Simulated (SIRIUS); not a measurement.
## Fe under changes of volume

One of the cells (12.019 Å³/atom); the others are scaled copies at fixed shape and fractional positions:

```
Fe
1.0
    -1.44300    1.44300    1.44300
     1.44300   -1.44300    1.44300
     1.44300    1.44300   -1.44300
Fe
1
Direct
  0.00000 0.00000 0.00000
```

| Item | Value |
| --- | --- |
| Program | SIRIUS 7.12.0 |
| Functional | WC |
| Potentials or basis | all-electron FP-LAPW |
| Cutoff | 205 eV |
| Basis | apw+lo standard |
| k mesh | 13 × 13 × 13 |
| Occupations | fermi-dirac, width 0.05 eV |
| Spin | collinear spin, ferromagnetic start |
| Starting moments | [3.0] μB |

```csv
volume (Å³/atom),energy over the lowest point (meV/atom),moment (μB per cell)
11.298,0.00,2.10
11.538,16.91,2.12
11.778,39.05,2.16
12.019,?,?
12.259,95.65,2.27
12.499,127.59,2.34
12.740,161.78,2.42
```

**Question.** What does the run at 12.019 Å³/atom give?

**Answer.** Energy over the lowest point 65.79 meV/atom; moment 2.20 μB per cell.

Worked out: A Birch-Murnaghan fit of order 3 (a polynomial in V^(-2/3)) to the other rows has no minimum within the range. It gives 65.75 meV/atom at 12.019 Å³/atom, against the run's 65.79. A parabola through the other rows of the moment, of slope 0.224 μB per Å³/atom there, gives 2.21 μB, against the run's 2.20.

Energies are extrapolated to zero smearing.
